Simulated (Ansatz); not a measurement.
As:

```
CELL_PARAMETERS angstrom
1.88080 1.08588 3.51406
-1.88080 1.08588 3.51406
0.00000 -2.17176 3.51406
ATOMIC_POSITIONS crystal
As 0.22600 0.22600 0.22600
As 0.77400 0.77400 0.77400
```

Base run:

* Program: Ansatz 0.2.0
* Functional: PBE
* Potentials or basis: Ansatz PAW
* Cutoff: 420 eV
* Density cutoff: 1680 eV
* k mesh: 9 × 9 × 9
* Occupations: fermi-dirac, width 0.05 eV
* Spin: no spin polarisation

Its results: band gap on the k mesh none (metal or under the smearing width); pressure 3.7 GPa; largest force 0.429 eV/Å.

Task: The run is repeated on the same cell with these changes: functional from PBE to RPBE; occupations from fermi-dirac, width 0.05 eV to gaussian, width 0.05 eV. What comes out?

Result: Band gap on the k mesh none (metal or under the smearing width); pressure 5.5 GPa; largest force 0.462 eV/Å.

Caveats: the potentials were made for another functional, which shifts forces and pressure (some runs); the PAW data sets come from PBE, with cores solved anew for the run's functional, which leaves a small shift of forces and pressure (some runs).

Not every run made on this cell is shown here.
